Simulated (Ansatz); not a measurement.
A run of Ansatz 0.2.0 is set up as follows.

Contents of input.yaml:

```yaml
crystal:
  lattice:
    - [0.0, 3.018, 3.018]
    - [3.018, 0.0, 3.018]
    - [3.018, 3.018, 0.0]
  atoms:
    - { symbol: In, position: [0.0, 0.0, 0.0] }
    - { symbol: As, position: [0.75, 0.75, 0.75] }
kpoints:
  mp_grid: { grid: [8, 8, 8] }
  band_path:
    path:
      - [0.0, 0.0, 0.0]
      - [0.5, 0.0, 0.5]
      - [0.5, 0.25, 0.75]
      - [0.375, 0.375, 0.75]
      - [0.0, 0.0, 0.0]
      - [0.5, 0.5, 0.5]
      - [0.625, 0.25, 0.625]
      - [0.5, 0.25, 0.75]
    npoints: 8
scf:
  occupations: { method: fermi_dirac, width: 0.05 }
hamiltonian:
  xc: revpbe
  pseudopotentials: { kind: all_electron, lapw: { basis_error: 0.001 } }
output:
  forces: true
  stress: true
  eigenvalues: true
```

Potentials or basis: all-electron LAPW, scalar-relativistic.

Command:

```bash
$ ansatz run input.yaml --threads 1 --pin off --max-ram 3072MiB --backend cpu --events-out ev --progress --plain --runs-dir out
```

Q: What does it give for the band gap along the path?

A: None (metal or under the smearing width).

Q: Estimate the pressure.

A: 5.6 GPa.

Levels at the corners of the path, in eV from the Fermi level:
| point | band 18 | band 19 | band 20 | band 21 | band 22 | band 23 | band 24 | band 25 | band 26 | band 27 |
| --- | --- | --- | --- | --- | --- | --- | --- | --- | --- | --- |
| Γ | -14.35 | -11.92 | -0.13 | -0.05 | -0.05 | -0.05 | 3.90 | 3.90 | 3.90 | 7.64 |
| X | -14.33 | -9.89 | -5.87 | -2.38 | -2.38 | 1.58 | 2.08 | 9.27 | 9.32 | 9.32 |
| W | -14.34 | -9.84 | -5.73 | -3.00 | -2.92 | 4.22 | 4.31 | 5.03 | 6.12 | 9.89 |
| K | -14.34 | -9.91 | -5.74 | -3.32 | -2.00 | 2.13 | 4.29 | 7.36 | 7.42 | 7.85 |
| Γ | -14.35 | -11.92 | -0.13 | -0.05 | -0.05 | -0.05 | 3.90 | 3.90 | 3.90 | 7.64 |
| L | -14.34 | -10.44 | -5.80 | -1.04 | -1.04 | 0.99 | 4.67 | 4.67 | 6.94 | 9.14 |
| U | -14.34 | -9.91 | -5.74 | -3.32 | -2.00 | 2.13 | 4.29 | 7.36 | 7.42 | 7.85 |
| W | -14.34 | -9.84 | -5.73 | -3.00 | -2.92 | 4.22 | 4.31 | 5.03 | 6.12 | 9.89 |

Caveat: spin-orbit coupling is left out, which moves the levels of the heavy elements; this crystal is a semiconductor, whose small gap the functional closes, so the metal is an error of the method.

**The experiment to reproduce.**

From a printed reference work, data compilation, for a bulk crystal of InAs at 4.2 K: band gap 0.418 eV (direct).

Against the measured gap of InAs, 0.418 eV (direct; 4.2 K; a printed reference work, data compilation), the calculated 0.00 eV is off by -0.42 eV. Spin-orbit coupling on As, In is left out. The value is that of revPBE, without temperature or zero-point motion. Semilocal functionals fall short of measured gaps as a rule.
